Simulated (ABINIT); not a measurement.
# Pm (Fm-3m) in ABINIT: reference runs

Reference runs on Pm: the cell as given.

Program: ABINIT 10.8.3 (patched build). These are calculated values, not measurements. Logs are shortened: lines on timing, memory, paths and dates and some standing lists are left out, and cuts for length are marked. The log counts tension as positive stress, the text compression.

## 1. Starting point

Symmetry: Fm-3m, No. 225, cubic system. The conventional cell has a = 5.168 Å, b = 5.168 Å, c = 5.168 Å, α = 90.00°, β = 90.00°, γ = 90.00°. Pm (site symmetry m-3m) is surrounded by 12 Pm at 3.65 Å.

This isn't the form of Pm at room conditions, which is double hcp.

## 2. Single point, PBE, collinear spin, ferromagnetic start

run.abi

```
pp_dirpath "./"
pseudos "Pm.GGA_PBE-JTH.xml"

structure "poscar:POSCAR"
natom 1

ecut 20.0
pawecutdg 40.0

kptopt 1
ngkpt 9 9 9
nshiftk 1
shiftk 0.0 0.0 0.0

ixc 11

nband 16
occopt 3
tsmear 0.05 eV

nsppol 2
spinat
     0.0000000000     0.0000000000     4.0000000000

nstep 100
tolvrs 1.0e-9

iomode 3
prtwf 0
prteig 0
prtebands 0
prtden 1
prtvha 1
prtvclmb 1
prtpot 1
```

POSCAR

```
Pm
1.0
    0.0000000000      2.5841748100      2.5841748100
    2.5841748100      0.0000000000      2.5841748100
    2.5841748100      2.5841748100      0.0000000000
Pm
1
Direct
    0.0000000000      0.0000000000      0.0000000000  Pm
```

Potentials or basis: JTH PAW PBE v2.0.

Launch:

```sh
> abinit run.abi > log 2>&1
```

run.abo:

```text
.Version 10.8.3 of ABINIT
 Symmetries : space group Fm -3 m (#225); Bravais cF (face-center cubic)
================================================================================
 Values of the parameters that define the memory need of the present run
     intxc =       0    ionmov =       0      iscf =      17    lmnmax =      32
     lnmax =       8     mgfft =      30  mpssoang =       4    mqgrid =    3001
     natom =       1  nloc_mem =       2    nspden =       2   nspinor =       1
    nsppol =       2      nsym =      48    n1xccc =       1    ntypat =       1
    occopt =       3   xclevel =       2
       mpw =        1018          nfft =       27000          nkpt =          35
 PAW method is used; the additional fine FFT grid is defined by:
   mgfftf=        40    nfftf =     64000
================================================================================
================================================================================

--------------------------------------------------------------------------------
------------- Echo of variables that govern the present computation ------------
--------------------------------------------------------------------------------
 -outvars: echo values of preprocessed input variables --------
            acell      1.0000000000E+00  1.0000000000E+00  1.0000000000E+00 Bohr
              amu      1.47910000E+02
             ecut      2.00000000E+01 Hartree
              ixc          11
         kptrlatt        9    0    0      0    9    0      0    0    9
          kptrlen      6.21553138E+01
            natom           1
            nband          16
            ngfft          30      30      30
          ngfftdg          40      40      40
             nkpt          35
           nspden           2
           nsppol           2
            nstep         100
             nsym          48
           ntypat           1
           occopt           3
        pawecutdg      4.00000000E+01 Hartree
         pawxcdev           0
        prtebands           0
           prteig           0
           prtpot           1
         prtvclmb           1
           prtvha           1
            prtwf           0
            rprim      0.0000000000E+00  4.8833826524E+00  4.8833826524E+00
                       4.8833826524E+00  0.0000000000E+00  4.8833826524E+00
                       4.8833826524E+00  4.8833826524E+00  0.0000000000E+00
          spgroup         225
           spinat      0.0000000000E+00  0.0000000000E+00  4.0000000000E+00
           tolvrs      1.00000000E-09
           tsmear      1.83746611E-03 Hartree
            typat      1
           useylm           1
            znucl       61.00000

================================================================================

 chkinp: Checking input parameters for consistency.

================================================================================
== DATASET  1 ==================================================================

--- !DatasetInfo
iteration_state: {dtset: 1, }
dimensions: {natom: 1, nkpt: 35, mband: 16, nsppol: 2, nspinor: 1, nspden: 2, mpw: 1018, }
cutoff_energies: {ecut:  20.0, pawecutdg:  40.0, }
electrons: {nelect:   1.50000000E+01, charge:   0.00000000E+00, occopt:   3.00000000E+00, tsmear:   1.83746611E-03, }
meta: {optdriver: 0, ionmov: 0, optcell: 0, iscf: 17, paral_kgb: 0, }
...

 Exchange-correlation functional for the present dataset will be:
  GGA: Perdew-Burke-Ernzerhof functional - ixc=11
  J.P.Perdew, K.Burke, M.Ernzerhof, PRL 77, 3865 (1996)

 Real(R)+Recip(G) space primitive vectors, cartesian coordinates (Bohr,Bohr^-1):
 R(1)=  0.0000000  4.8833827  4.8833827  G(1)= -0.1023880  0.1023880  0.1023880
 R(2)=  4.8833827  0.0000000  4.8833827  G(2)=  0.1023880 -0.1023880  0.1023880
 R(3)=  4.8833827  4.8833827  0.0000000  G(3)=  0.1023880  0.1023880 -0.1023880
 Unit cell volume ucvol=  2.3291221E+02 bohr^3
 Angles (23,13,12)=  6.00000000E+01  6.00000000E+01  6.00000000E+01 degrees

 Coarse grid specifications (used for wave-functions):

 getcut: wavevector=  0.0000  0.0000  0.0000  ngfft=  30  30  30
         ecut(hartree)=     20.000   => boxcut(ratio)=   2.16017

 Fine grid specifications (used for densities):

 getcut: wavevector=  0.0000  0.0000  0.0000  ngfft=  40  40  40
         ecut(hartree)=     40.000   => boxcut(ratio)=   2.03437

--- Pseudopotential description ------------------------------------------------
- pspini: atom type   1  psp file is ./Pm.GGA_PBE-JTH.xml
 Pseudopotential format is: paw10
[... 57 lines left out ...]

--- !ResultsGS
iteration_state: {dtset: 1, }
comment   : Summary of ground state results
lattice_vectors:
- [  0.0000000,   4.8833827,   4.8833827, ]
- [  4.8833827,   0.0000000,   4.8833827, ]
- [  4.8833827,   4.8833827,   0.0000000, ]
lattice_lengths: [   6.90615,    6.90615,    6.90615, ]
lattice_angles: [ 60.000,  60.000,  60.000, ] # degrees, (23, 13, 12)
lattice_volume:   2.3291221E+02
convergence: {deltae: -2.871E-12, res2:  1.661E-10, residm:  4.143E-05, diffor: null, }
etotal    :  -6.90827239E+01
entropy   :   0.00000000E+00
fermie    :   1.45053579E-01
cartesian_stress_tensor: # hartree/bohr^3
- [ -1.87612772E-05,   0.00000000E+00,   0.00000000E+00, ]
- [  0.00000000E+00,  -1.87612772E-05,   0.00000000E+00, ]
- [  0.00000000E+00,   0.00000000E+00,  -1.87612772E-05, ]
pressure_GPa:   5.5198E-01
xred      :
- [  0.0000E+00,   0.0000E+00,   0.0000E+00, Pm]
cartesian_forces: # hartree/bohr
- [ -0.00000000E+00,  -0.00000000E+00,  -0.00000000E+00, ]
force_length_stats: {min:   0.00000000E+00, max:   0.00000000E+00, mean:   0.00000000E+00, }
...

 Integrated electronic and magnetization densities in atomic spheres:
 ------------------------------------------------------------------------------------------------------------
 Radius=ratsph(iatom), smearing ratsm=  0.0000. Diff(up-dn)=approximate z local magnetic moment.
    Atom    Radius    up_density   dn_density  Total(up+dn)  Diff(up-dn)
    1 Pm   2.51918     8.529718     3.868074     12.397792     4.661644
 ------------------------------------------------------------------------------------------------------------
  Sum:                 8.529718     3.868074     12.397792     4.661644
 Total magnetization (from the atomic spheres):                4.661644
 Total magnetization (exact up - dn):                          5.377994

================================================================================

 ----iterations are completed or convergence reached----

 Mean square residual over all n,k,spin=   38.603E-09; max=  41.428E-06
 reduced coordinates (array xred) for    1 atoms
       0.000000000000      0.000000000000      0.000000000000
 rms dE/dt=  0.0000E+00; max dE/dt=  0.0000E+00; dE/dt below (all hartree)
    1       0.000000000000      0.000000000000      0.000000000000

 cartesian coordinates (angstrom) at end:
    1      0.00000000000000     0.00000000000000     0.00000000000000

 cartesian forces (hartree/bohr) at end:
    1     -0.00000000000000    -0.00000000000000    -0.00000000000000
 frms,max,avg= 0.0000000E+00 0.0000000E+00   0.000E+00  0.000E+00  0.000E+00 h/b

 cartesian forces (eV/Angstrom) at end:
    1     -0.00000000000000    -0.00000000000000    -0.00000000000000
 frms,max,avg= 0.0000000E+00 0.0000000E+00   0.000E+00  0.000E+00  0.000E+00 e/A
 length scales=  1.000000000000  1.000000000000  1.000000000000 bohr
              =  0.529177210544  0.529177210544  0.529177210544 angstroms
 Fermi (or HOMO) energy (hartree) =   0.14505   Average Vxc (hartree)=  -0.35334
 Magnetization (Bohr magneton)=  5.37799460E+00
 Total spin up =  1.01889973E+01   Total spin down =  4.81100270E+00
 Eigenvalues (hartree) for nkpt=  35  k points, SPIN UP:
 kpt#   1, nband= 16, wtk=  0.00137, kpt=  0.0000  0.0000  0.0000 (reduced coord)
  -1.28391   -0.54532   -0.54532   -0.54532   -0.01355    0.13284    0.13284    0.13284
   0.14063    0.14109    0.14109    0.14109    0.20390    0.20390    0.20390    0.29491
      occupation numbers for kpt#   1
   1.00000    1.00000    1.00000    1.00000    1.00000    0.99870    0.99870    0.99870
   0.91736    0.89657    0.89657    0.89657    0.00000    0.00000    0.00000    0.00000
 prteigrs : prtvol=0 or 1, do not print more k-points.

 Eigenvalues (hartree) for nkpt=  35  k points, SPIN DOWN:
 kpt#   1, nband= 16, wtk=  0.00137, kpt=  0.0000  0.0000  0.0000 (reduced coord)
  -1.20432   -0.48039   -0.48039   -0.48039    0.02834    0.22233    0.23869    0.23869
   0.23869    0.24802    0.24802    0.24802    0.27088    0.27088    0.27088    0.33444
      occupation numbers for kpt#   1
   1.00000    1.00000    1.00000    1.00000    1.00000    0.00000    0.00000    0.00000
   0.00000    0.00000    0.00000    0.00000    0.00000    0.00000    0.00000    0.00000
 prteigrs : prtvol=0 or 1, do not print more k-points.

--- !EnergyTerms
iteration_state     : {dtset: 1, }
comment             : Components of total free energy in Hartree
kinetic             :  1.14230147751159E+01
hartree             :  1.53459807935852E+01
xc                  : -5.96694802487024E+00
Ewald energy        : -5.28114444490133E+01
psp_core            :  4.31561924804433E+00
local_psp           : -3.86514455074455E+01
PAW spherical_terms : -2.73533160937873E+00
internal            : -6.90805547739624E+01
'-kT*entropy'       : -2.16767525276524E-03
total_energy        : -6.90827224492151E+01
total_energy_eV     : -1.87983664348950E+03
...

--- !EnergyTermsDC
iteration_state     : {dtset: 1, }
comment             : '"Double-counting" decomposition of free energy'
band_energy         : -4.80689537773700E+00
Ewald energy        : -5.28114444490133E+01
psp_core            :  4.31561924804433E+00
xc_dc               : -1.35469999912616E+01
PAW spherical_terms : -2.23083570085486E+00
internal            : -6.90805562708224E+01
'-kT*entropy'       : -2.16767525276524E-03
total_energy_dc     : -6.90827239460752E+01
total_energy_dc_eV  : -1.87983668422113E+03
...

--- !EnergyTermsWithPAWCore
iteration_state     : {dtset: 1, }
comment             : 'Components of total free energy, including PAW core contributions'
Total energy        : -1.00208188476074E+04
Total energy DC     : -1.00208188491043E+04
Total energy (eV)   : -2.72680372163251E+05
Total energy DC (eV): -2.72680372203983E+05
...

 Cartesian components of stress tensor (hartree/bohr^3)
  sigma(1 1)= -1.87612772E-05  sigma(3 2)=  0.00000000E+00
  sigma(2 2)= -1.87612772E-05  sigma(3 1)=  0.00000000E+00
  sigma(3 3)= -1.87612772E-05  sigma(2 1)=  0.00000000E+00

-Cartesian components of stress tensor (GPa)         [Pressure=  5.5198E-01 GPa]
- sigma(1 1)= -5.51975831E-01  sigma(3 2)=  0.00000000E+00
- sigma(2 2)= -5.51975831E-01  sigma(3 1)=  0.00000000E+00
- sigma(3 3)= -5.51975831E-01  sigma(2 1)=  0.00000000E+00

== END DATASET(S) ==============================================================
================================================================================

 -outvars: echo values of variables after computation  --------
            acell      1.0000000000E+00  1.0000000000E+00  1.0000000000E+00 Bohr
           etotal     -6.9082723946E+01
            fcart     -0.0000000000E+00 -0.0000000000E+00 -0.0000000000E+00
            rprim      0.0000000000E+00  4.8833826524E+00  4.8833826524E+00
                       4.8833826524E+00  0.0000000000E+00  4.8833826524E+00
                       4.8833826524E+00  4.8833826524E+00  0.0000000000E+00
           strten     -1.8761277152E-05 -1.8761277152E-05 -1.8761277152E-05
                       0.0000000000E+00  0.0000000000E+00  0.0000000000E+00
 Calculation completed.
```

Run time: 98 s. Hardware: 1 thread of Arm Neoverse V1, shared host; peak memory 0.17 GiB.

Results:

- Free energy: -1879.8367 eV
- Pressure: 0.6 GPa
- Band gap on the k mesh: none (metal or under the smearing width)
- Net moment: 5.38 μB per cell
- Site moments: Pm +4.66 μB
- Valence electrons inside the program's atomic spheres: Pm 12.40 (radii [1.3331] Å)

Caveat: the magnetic or orbital state may not be the lowest; spin-orbit coupling is left out, which moves the levels of the heavy elements. The state reached can hang on the start; a lower one may exist.

[end of part 1 of 2]
